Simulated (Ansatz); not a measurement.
**Nudged elastic band run: Al**

Input file:

```yaml
crystal:
  lattice:
    - [8.10484, 0.0, 0.0]
    - [0.0, 8.10484, 0.0]
    - [0.0, 0.0, 8.10484]
  atoms:
    - { symbol: Al, position: [0.50025069, 0.0025546, 0.00036545] }
    - { symbol: Al, position: [0.74744353, 0.24984337, 0.00037579] }
    - { symbol: Al, position: [0.75371016, -0.0037433, 0.25359682] }
    - { symbol: Al, position: [-0.00015515, 0.01496419, -0.00078383] }
    - { symbol: Al, position: [0.25257216, 0.24985574, 0.00035689] }
    - { symbol: Al, position: [0.50024103, 0.49741684, 0.00035559] }
    - { symbol: Al, position: [0.73506078, 0.75007707, -0.00077901] }
    - { symbol: Al, position: [0.24676386, -0.00317056, 0.25302222] }
    - { symbol: Al, position: [0.50027898, 0.24982981, 0.24740157] }
    - { symbol: Al, position: [0.75338153, 0.50344644, 0.25326884] }
    - { symbol: Al, position: [0.4995678, 0.01497226, 0.49968979] }
    - { symbol: Al, position: [0.73504899, 0.25023608, 0.49970221] }
    - { symbol: Al, position: [0.75274155, -0.00277732, 0.74704543] }
    - { symbol: Al, position: [-0.00015887, 0.48492769, -0.00079886] }
    - { symbol: Al, position: [0.26509383, 0.75007802, -0.00079653] }
    - { symbol: Al, position: [-0.00013598, 0.25023732, 0.2350442] }
    - { symbol: Al, position: [0.24708106, 0.50288544, 0.2527099] }
    - { symbol: Al, position: [0.49956646, 0.75006895, 0.23504812] }
    - { symbol: Al, position: [0.00036763, 0.05965638, 0.50056244] }
    - { symbol: Al, position: [0.26510184, 0.2502344, 0.49968768] }
    - { symbol: Al, position: [0.49956472, 0.48492227, 0.49968003] }
    - { symbol: Al, position: [0.68977557, 0.74978025, 0.50056265] }
    - { symbol: Al, position: [0.24769365, -0.00224796, 0.7475837] }
    - { symbol: Al, position: [0.50024058, 0.24985564, 0.75250229] }
    - { symbol: Al, position: [0.75244177, 0.50250277, 0.74735308] }
    - { symbol: Al, position: [0.00037791, 0.74977311, 0.18880589] }
    - { symbol: Al, position: [0.00036516, 0.44177436, 0.50056485] }
    - { symbol: Al, position: [0.30765534, 0.74978524, 0.50056899] }
    - { symbol: Al, position: [-0.00013037, 0.25022416, 0.76508674] }
    - { symbol: Al, position: [0.24797509, 0.50199218, 0.74786884] }
    - { symbol: Al, position: [0.49958326, 0.75006214, 0.76508434] }
    - { symbol: Al, position: [0.00036571, 0.74978584, 0.80668495] }
    - { symbol: Al, position: [-0.00169709, 0.75094781, 0.49704084] }
basis:
  ecutwfc: 420.0
kpoints:
  mp_grid: { grid: [2, 2, 2] }
hamiltonian:
  xc: pbe
scf:
  occupations: { method: gaussian, width: 0.1 }
  lower_state_search: "off"
neb:
  images: 5
  f_tol: 0.03
  initial_path: linear
  max_iterations: 80
  final_atoms:
    - { symbol: Al, position: [0.49980199, 5.116e-05, 0.00290781] }
    - { symbol: Al, position: [0.75276095, 0.25304587, -0.00264682] }
    - { symbol: Al, position: [0.74723077, 4.757e-05, 0.25002522] }
    - { symbol: Al, position: [-0.00016578, 0.00010506, 0.01515017] }
    - { symbol: Al, position: [0.24674822, 0.25314909, -0.00282055] }
    - { symbol: Al, position: [0.49997082, 0.50010528, 0.01513716] }
    - { symbol: Al, position: [0.75280935, 0.74709578, -0.00267922] }
    - { symbol: Al, position: [0.25253157, 4.038e-05, 0.24999577] }
    - { symbol: Al, position: [0.49981913, 0.24741278, 0.2500138] }
    - { symbol: Al, position: [0.73494944, 0.50008766, 0.2506858] }
    - { symbol: Al, position: [0.49982468, 4.025e-05, 0.49760945] }
    - { symbol: Al, position: [0.75225437, 0.25245782, 0.50269773] }
    - { symbol: Al, position: [0.73494856, 0.00010039, 0.75041008] }
    - { symbol: Al, position: [-0.00020869, 0.50004192, 0.0604933] }
    - { symbol: Al, position: [0.24668085, 0.74697357, -0.0028453] }
    - { symbol: Al, position: [-9.631e-05, 0.23512988, 0.25068544] }
    - { symbol: Al, position: [0.26480767, 0.50006393, 0.25066926] }
    - { symbol: Al, position: [0.49981323, 0.75271328, 0.25002657] }
    - { symbol: Al, position: [-5.98e-05, 9.485e-05, 0.48529083] }
    - { symbol: Al, position: [0.24733065, 0.2525978, 0.50279633] }
    - { symbol: Al, position: [0.49999695, 0.50005288, 0.48527893] }
    - { symbol: Al, position: [0.75228214, 0.74764682, 0.50276697] }
    - { symbol: Al, position: [0.26481144, 9.616e-05, 0.75030865] }
    - { symbol: Al, position: [0.49998911, 0.23512649, 0.75035851] }
    - { symbol: Al, position: [0.69114944, 0.50003799, 0.74993892] }
    - { symbol: Al, position: [-0.00012098, 0.76498678, 0.25069321] }
    - { symbol: Al, position: [-0.00018319, 0.50003208, 0.44246664] }
    - { symbol: Al, position: [0.24728437, 0.74748844, 0.50285722] }
    - { symbol: Al, position: [-0.0001899, 0.19114915, 0.74993845] }
    - { symbol: Al, position: [0.30918235, 0.50003005, 0.74990679] }
    - { symbol: Al, position: [0.49998249, 0.7649867, 0.75040966] }
    - { symbol: Al, position: [-0.00019621, 0.80918821, 0.74994996] }
    - { symbol: Al, position: [0.00025263, 0.50020652, 0.75189207] }
  order_check: true
```

Launched with:

```bash
$ ansatz run input.yaml --threads 2 --pin off --max-ram 5120MiB --backend cpu --events-out ev --progress --plain --runs-dir out
```

Output, in part (warnings, iteration lines):

```
NEB end point (image 0): max|allowed force component| = 9.167e-3 eV/Å (the criterion of neb.relax_end_points is 1.000e-2)
NEB end point (image 6): max|allowed force component| = 8.162e-3 eV/Å (the criterion of neb.relax_end_points is 1.000e-2)
NEB iter   1: max|band force component| = 1.157e1 eV/Å  barrier→ = 8.7427 eV  barrier← = 8.7429 eV  Δτ_max = 0.1995 Å  (43 SCF iters)
NEB iter   2: max|band force component| = 5.337e0 eV/Å  barrier→ = 3.3410 eV  barrier← = 3.3411 eV  Δτ_max = 0.1703 Å  (30 SCF iters)
NEB iter   3: max|band force component| = 1.816e0 eV/Å  barrier→ = 1.5809 eV  barrier← = 1.5811 eV  Δτ_max = 0.0931 Å  (28 SCF iters)
NEB iter   4: max|band force component| = 4.275e-1 eV/Å  barrier→ = 1.2635 eV  barrier← = 1.2637 eV  CI = image 3  Δτ_max = 0.0310 Å  (28 SCF iters)
NEB iter   5: max|band force component| = 4.607e-2 eV/Å  barrier→ = 1.2390 eV  barrier← = 1.2392 eV  CI = image 3  Δτ_max = 0.0095 Å  (25 SCF iters)
NEB iter   6: max|band force component| = 2.351e-2 eV/Å  barrier→ = 1.2382 eV  barrier← = 1.2384 eV  CI = image 3  Δτ_max = 0.0368 Å  (22 SCF iters)
NEB iter   7: max|band force component| = 1.248e-1 eV/Å  barrier→ = 1.2307 eV  barrier← = 1.2308 eV  CI = image 3  Δτ_max = 0.0185 Å  (5 SCF iters)
NEB iter   8: max|band force component| = 1.309e-1 eV/Å  barrier→ = 1.2230 eV  barrier← = 1.2232 eV  CI = image 3  Δτ_max = 0.0184 Å  (23 SCF iters)
[... lines left out ...]
```

The forces met the threshold. The band force fell under the threshold earlier too, but the program's further tests of the path sent the band on. By the program's own check the climbing image is a first-order saddle point (lowest curvatures found: -0.64 and 0.29 eV/Å²). Limits of this set-up: coarse k mesh, a small cell, in which the defect meets its images.

Final band (atoms are numbered from 1 in the order of the input):

```
image  path coordinate (Å)  energy (eV)  Al14–Al29 (Å)  Al14–Al32 (Å)  Al19–Al33 (Å)
    0                 0.00         0.00           2.69           2.65           2.50
    1                 1.33         0.14           2.77           2.75           2.85
    2                 2.66         0.20           2.79           2.73           3.30
    3                 3.99         0.65           2.93           3.17           3.95
    4                 4.80         0.45           3.01           3.60           4.22
    5                 5.61         0.11           3.17           3.69           4.31
    6                 6.42         0.00           3.55           3.55           4.59
```

The run took 22 min on 2 threads of Intel(R) Xeon(R) Platinum 8488C (Sapphire Rapids) (shared host), peak memory 2.1 GiB.
